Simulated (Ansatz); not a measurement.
# HgTe (I-4m2) in Ansatz: further runs

One crystal, HgTe, is run at these levels: LDA, PBE; tasks: relaxation of cell and atoms.

Program: Ansatz 0.2.0. These are calculated values, not measurements. Logs are shortened: lines on timing, memory, paths and dates and some standing lists are left out, and cuts for length are marked.

## Step 1: Starting point

It takes space group I-4m2 (No. 119, tetragonal). Conventional cell: a = 6.091 Å, b = 6.091 Å, c = 3.119 Å, α = 90.00°, β = 90.00°, γ = 90.00°. Around Hg (site symmetry -4m2) lie 2 Hg at 3.12 Å and 4 Te at 3.14 Å. Te (site symmetry -4m2) is surrounded by 2 Te at 3.12 Å and 4 Hg at 3.14 Å.

Measurements of this composition are mostly on another form, of space group No. 216.

## Step 2: Relaxation of cell and atoms, LDA

The input, input.yaml:

```yaml
crystal:
  lattice:
    - [-3.045603, 3.045603, 1.55941]
    - [3.045603, -3.045603, 1.55941]
    - [3.045603, 3.045603, -1.55941]
  atoms:
    - { symbol: Hg, position: [0.75, 0.25, 0.5] }
    - { symbol: Te, position: [0.0, 0.0, 0.0] }
hamiltonian:
  xc: lda
  pseudopotentials: { kind: paw }
kpoints:
  mp_grid: { grid: [10, 10, 10] }
scf:
  occupations: { method: fermi_dirac, width: 0.05 }
output:
  forces: true
  stress: true
  eigenvalues: true
relax:
  f_tol: 0.01
  max_steps: 40
  cell: { stress_tol: 0.05 }
```

Potentials or basis: Ansatz PAW.

On the command line:

```console
$ ansatz run input.yaml --threads 2 --pin off --max-ram 5632MiB --backend cpu --events-out ev --progress --plain --runs-dir out
```

The program printed:

```text
Warning: RAYON_NUM_THREADS=2 ignored (pool sized by the plan → 2); use --threads N
Engine: ansatz 0.2.0, x86_64-unknown-linux-gnu
Pseudopotentials: kind: paw
Pseudopotential: Hg, paw, valence charge 20, recommended cutoff 420 eV (normal), Hg.paw.azcp
Pseudopotential: Te, paw, valence charge 16, recommended cutoff 420 eV (normal), Te.paw.azcp
Functional definition: SPW92
  exchange = slater_x
  correlation = pw_c
Crystal: 2 atoms, lattice volume = 57.858 Å³
Basis set: ecut = 420 eV, 1133 PW (Γ)
Bands: 22, of which v1, the nominal top of the filled ones, is band 18 counted from 1 (17 counted from 0)
Symmetry: 8 space group operations
Space group: I-4m2 (ITA 119), of the structure as read, at distance tolerance 3.9e-5 Å
k-points: 102 of 1000 (time reversal used)
Non-local potential: Hg, projectors of the file, l = 0: 3, l = 1: 2, l = 2: 2, l = 3: 1
Non-local potential: Te, projectors of the file, l = 0: 2, l = 1: 2, l = 2: 2, l = 3: 2
PAW form: soft (Blöchl's): semilocal exchange-correlation on the pseudo side does not see the compensation charge
PAW frozen core: Hg, regenerated for the run's functional, and the local potential with it (the file was generated under x = pbe(κ = 0.804, μ = 0.2195149727645171), c = pbe(β = 0.06672455060314922))
PAW frozen core: Te, regenerated for the run's functional, and the local potential with it (the file was generated under x = pbe(κ = 0.804, μ = 0.2195149727645171), c = pbe(β = 0.06672455060314922))
PAW one-centre angular grid: Hg, 590 points (default); XC on 64 Gauss nodes
PAW one-centre angular grid: Te, 590 points (default); XC on 64 Gauss nodes
Initial density: superposition of atomic densities (neutral atoms: chi_scale 0, normalization atom), corrected by the library's trained network
Initial wavefunctions: pseudopotential atomic-orbital guess
Functional: x = slater, c = lda
SCF iter   1: F=—  HF=-20349.527600 eV  |F-HF|=—  |Δ(HF+E_count)|=         —  Δρ=5.42e-3  dr2=1.46e-2  ethr=1.77e-3  ⟨swp⟩=6.1  Hψ=10417  notcnv=0
preconditioner: auto → Kerker (q_TF=auto, 2.521 Å⁻¹)  [metal: Δε(μ)=0.055 eV  Ē_g=10.028 eV  σ=0.050 eV  W_gap=0.26  n_scr=16 (ndim 8)  ℏωp=20.7 eV  f_vac=0.000  D(μ)=1.16/eV (n_scr^D=4)]
SCF iter   2: F=—  HF=-20349.523818 eV  |F-HF|=—  |Δ(HF+E_count)|=   3.78e-3  Δρ=2.77e-3  dr2=3.88e-3  ethr=4.06e-5  ⟨swp⟩=2.0  Hψ=3851  notcnv=0
SCF iter   3: F=—  HF=-20349.522698 eV  |F-HF|=—  |Δ(HF+E_count)|=   1.12e-3  Δρ=5.10e-4  dr2=1.33e-4  ethr=1.08e-5  ⟨swp⟩=2.5  Hψ=3563  notcnv=0
SCF iter   4: F=—  HF=-20349.522685 eV  |F-HF|=—  |Δ(HF+E_count)|=   1.24e-5  Δρ=1.22e-4  dr2=1.05e-5  ethr=3.71e-7  ⟨swp⟩=1.9  Hψ=2815  notcnv=0
[... 54 lines left out ...]
SCF iter   4: F=—  HF=-20349.687877 eV  |F-HF|=—  |Δ(HF+E_count)|=   7.71e-9  Δρ=1.79e-6  dr2=1.21e-9  ethr=1.12e-10  ⟨swp⟩=2.0  Hψ=2900  notcnv=0
SCF iter   5: F=—  HF=-20349.687877 eV  |F-HF|=—  |Δ(HF+E_count)|=  1.06e-10  Δρ=3.87e-7  dr2=1.12e-10  ethr=3.37e-12  ⟨swp⟩=2.0  Hψ=3968  notcnv=0
SCF iter   6: F=-20349.687877 eV  HF=-20349.687877 eV  |F-HF|=0.00e0  |Δ(HF+E_count)|=  5.46e-11  Δρ=1.53e-7  dr2=1.71e-11  ethr=1.00e-12  ⟨swp⟩=6.5  Hψ=10682  notcnv=0
SCF 6 converged in 6 iterations: F = -20349.687877 eV  dr2 = 1.71e-11
relax step   6: F+E_penalty+E_count = -20349.68787743 eV  Δ(F+E_penalty+E_count) = +1.319e-3 eV  max|allowed force component| = 2.429e-17 eV/Å  Δτ_max = 0.0000 Å  P = -0.011 GPa  Ω = 51.586 Å³  stress off target by 2.11e-2 GPa  SCF on the basis re-selected at this cell (its energy is not comparable with the rows above)  (6 SCF iters)
basis re-selected at this cell: Δ(F+E_penalty+E_count) = +1.319e-3 eV, ΔP = -0.007 GPa vs the last step (what re-selecting the basis moved, of the pressure what is left beyond the Pulay correction that the steps carried, after the strain that the cell walked since its last selection, with what the two solves' SCF thresholds leave and, on support functions, any second-order correction that the steps lacked; it is no measure of the basis error at this ecutwfc). The dense FFT grid was sized anew with the basis: this SCF ran on 30×30×30 points, the steps before it on 32×32×32, so part of this shift can come from that change (see relax.cell in the input reference). This SCF's stress stands 2.11e-2 GPa from its target on what of the cell is left free (relax.cell.stress_tol is 5.00e-2 GPa) and its largest allowed force component is 2.43e-17 eV/Å (relax.f_tol is 1.00e-2 eV/Å): within both
SCF converged after 6 iterations
Free energy (F): -20349.687877 eV
Harris-Foulkes:  -20349.687877 eV  (|F-HF|=0.00e0)
Internal energy: -20349.683236 eV  (E = F + TS)
E sigma→0 (E₀):  -20349.685557 eV
Entropy (-TS):   -0.004642 eV (-2.321 meV/atom)
Fermi energy:    12.841144 eV
--- Per-component energies (eV) ---
  E_band       = -634.260605
  E_kinetic    = 787.120551
  E_local      = -3723.645593  (includes V_loc(G=0)·N_el)
  E_nonlocal   = -224.566920
  E_hartree    = 1862.355329
  E_xc         = -343.640991
  E_vxc        = -367.919516  (∫ρ·V_xc dr)
  E_paw        = -14165.023550  (= ΣΔE_a)
  E_vpaw       = -829.960631  (= ΣTr[D̂ρ^β])
  E_aug_tail   = 0.000654  (compensation charges beyond the density's cutoff)
  E_ewald      = -4543.537469
  E_core_change = 1.254754  (= ΣΔE_core)
  E_smearing   = -0.004642  (= −TS)
  E_closure    = 0.000000  (closes the sum)
  Σ components = -20349.687877   (vs F -20349.687877, Δ=0.00e0)
--- Forces (eV/Å), atoms counted from 1 ---
  atom   1  Hg    -0.00000000     0.00000000     0.00000000
  atom   2  Te    -0.00000000    -0.00000000    -0.00000000
  max |Σ_I F_I| component: 4.68e-17 eV/Å
--- Stress (GPa, compression-positive) ---
       -0.021059       0.000000       0.000000
        0.000000      -0.021059       0.000000
        0.000000       0.000000       0.010405
  P = ⅓ Tr σ = -0.0106 GPa (-0.106 kbar)
--- Band table (eV; the first three rows and the last of 102) ---
  k-point 0: bands = ["-102.4081", "-50.7024", "-50.7024", "-50.6951", "-24.3344", "-24.2829", "-24.2829", "-24.2726", "-24.2701", "-0.4125", "5.1041", "5.5671", "5.6932", "6.1254", "6.1254", "9.7403", "10.2344", "10.2344", "15.7457", "17.6273", "20.5913", "20.5913"]
  k-point 1: bands = ["-102.4081", "-50.7024", "-50.7024", "-50.6951", "-24.3344", "-24.2829", "-24.2828", "-24.2726", "-24.2700", "-0.3499", "5.1003", "5.5681", "5.6401", "6.1229", "6.1411", "8.6703", "10.3863", "11.3052", "15.6891", "17.7385", "19.9506", "20.2087"]
  k-point 2: bands = ["-102.4081", "-50.7025", "-50.7024", "-50.6951", "-24.3343", "-24.2829", "-24.2827", "-24.2726", "-24.2696", "-0.1737", "5.0875", "5.5168", "5.5423", "6.1181", "6.1746", "7.5375", "10.8064", "12.4595", "15.5432", "17.6963", "18.7509", "19.9434"]
  k-point 101: bands = ["-102.4081", "-50.7027", "-50.7027", "-50.6952", "-24.3342", "-24.2823", "-24.2823", "-24.2737", "-24.2671", "0.5244", "5.0202", "6.0129", "6.1835", "6.1835", "6.5599", "7.8079", "7.8079", "8.0551", "15.2361", "18.9636", "22.2353", "22.2353"]
--- Relaxed structure (5 steps of the walk, 5 accepted, 1 SCFs on fresh bases) ---
  F+E_penalty+E_count = -20349.68787743 eV   max|allowed force component| = 2.429e-17 eV/Å   (the final SCF, on the basis selected at the relaxed cell)
  cell:  # Å, volume = 51.5863 Å³
    - [-2.855311950663954, 2.855311950663954, 1.5818571632915048]
    - [2.855311950663954, -2.855311950663954, 1.5818571632915048]
    - [2.855311950663954, 2.855311950663954, -1.5818571632915048]
  atoms:
    - { symbol: Hg, position: [0.75, 0.25000000000000006, 0.49999999999999994] }
    - { symbol: Te, position: [-1.3461831928561078e-35, -1.1424485745313395e-34, -9.683075001380531e-35] }
```

It took 26 s on 2 threads of AMD EPYC 7R13 (Zen 3), shared host; peak memory 0.51 GiB.

What came out:

```yaml
Free_energy: -20349.6879 eV
Relaxed_volume: 25.79 Å³/atom
Relaxed_cell: a = 4.337 Å, b = 4.337 Å, c = 4.337 Å, α = 97.65°, β = 97.65°, γ = 137.22°
Space_group_after_relaxing_to_0.05_Å: I-4m2 (No. 119)
Energy_gained_by_relaxing: 82.6 meV/atom
Ionic_steps: 6
Pressure_after_relaxing: 0.0 GPa
Band_gap_on_the_k_mesh: none (metal or under the smearing width)
```

Step by step:
```csv
step,energy change (eV),largest force (eV/Å),volume (Å³)
1,0.0000,0.0000,57.86
2,-0.1474,0.0000,51.74
3,-0.1605,0.0000,50.40
4,-0.1664,0.0000,51.64
5,-0.1665,0.0000,51.59
6,-0.1652,0.0000,51.59
```

Final structure:
```
Hg Te
1.0
    -2.85531    2.85531    1.58186
     2.85531   -2.85531    1.58186
     2.85531    2.85531   -1.58186
Hg Te
1 1
Direct
  0.75000 0.25000 0.50000
  0.00000 0.00000 0.00000
```

Levels at points of the mesh, in eV from the Fermi level:
| k point | band 15 | band 16 | band 17 | band 18 | band 19 | band 20 | band 21 | band 22 |
| --- | --- | --- | --- | --- | --- | --- | --- | --- |
| (0.00, 0.00, 0.00) | -6.72 | -3.10 | -2.61 | -2.61 | 2.90 | 4.79 | 7.75 | 7.75 |
| (0.00, 0.00, -0.50) | -6.60 | -6.56 | -0.54 | 2.11 | 2.20 | 2.43 | 3.47 | 8.47 |
| (0.00, -0.50, 0.00) | -6.75 | -4.87 | -2.32 | -1.62 | -0.60 | 3.52 | 3.56 | 6.16 |
| (-0.50, -0.50, -0.50) | -6.28 | -5.03 | -5.03 | -4.79 | 2.39 | 6.12 | 9.39 | 9.39 |

Caveat: the plane-wave basis is chosen anew once the cell has moved, so the energies of steps on either side of that aren't comparable; the PAW data sets come from PBE, with cores solved anew for the run's functional, which leaves a small shift of forces and pressure. Spin-orbit coupling is left out, which matters for the levels of Hg, Te.

## Step 3: Relaxation of cell and atoms, PBE

input.yaml: that of step 2 with these lines changed.

```diff
@@ -9,3 +9,3 @@
 hamiltonian:
-  xc: lda
+  xc: pbe
   pseudopotentials: { kind: paw }
@@ -19,2 +19,6 @@
   eigenvalues: true
+  write_density: true
+  write_potential: true
+  elf: true
+  volumetric_format: npy
 relax:
```

Potentials or basis: Ansatz PAW.

On the command line:

```console
$ ansatz run input.yaml --threads 2 --pin off --max-ram 5632MiB --backend cpu --events-out ev --progress --plain --runs-dir out
```

It took 26 s on 2 threads of AMD EPYC 7R13 (Zen 3), shared host; peak memory 0.52 GiB.

Results (log left out):

```
Free energy                            : -20793.3913 eV
Relaxed volume                         : 28.60 Å³/atom
Relaxed cell                           : a = 4.489 Å, b = 4.489 Å, c = 4.489 Å, α = 97.64°, β = 97.64°, γ = 137.24°
Space group after relaxing (to 0.05 Å) : I-4m2 (No. 119)
Energy gained by relaxing              : 24.8 meV/atom
Ionic steps                            : 6
Pressure after relaxing                : 0.0 GPa
Band gap on the k mesh                 : none (metal or under the smearing width)
```

The path:
| step | energy change (eV) | largest force (eV/Å) | volume (Å³) |
| --- | --- | --- | --- |
| 1 | 0.0000 | 0.0000 | 57.86 |
| 2 | -0.0405 | 0.0000 | 57.54 |
| 3 | -0.0420 | 0.0000 | 55.93 |
| 4 | -0.0495 | 0.0000 | 57.53 |
| 5 | -0.0498 | 0.0000 | 57.20 |
| 6 | -0.0496 | 0.0000 | 57.20 |

Final structure:
```yaml
crystal:
  lattice:
    - [-2.95580, 2.95580, 1.63670]
    - [2.95580, -2.95580, 1.63670]
    - [2.95580, 2.95580, -1.63670]
  atoms:
    - { symbol: Hg, position: [0.75000, 0.25000, 0.50000] }
    - { symbol: Te, position: [0.00000, 0.00000, 0.00000] }
```

Levels at points of the mesh, in eV from the Fermi level:
```
              k point  band 15  band 16  band 17  band 18  band 19  band 20  band 21  band 22
   (0.00, 0.00, 0.00)    -6.51    -3.08    -2.30    -2.30     2.49     4.82     7.42     7.42
  (0.00, 0.00, -0.50)    -6.42    -6.20    -0.65     1.95     2.04     2.26     3.58     8.08
  (0.00, -0.50, 0.00)    -6.45    -4.54    -2.21    -1.46    -0.39     3.37     3.64     5.90
(-0.50, -0.50, -0.50)    -6.19    -4.41    -4.41    -4.34     2.08     6.06     8.71     8.71
```

Caveat: the plane-wave basis is chosen anew once the cell has moved, so the energies of steps on either side of that aren't comparable.
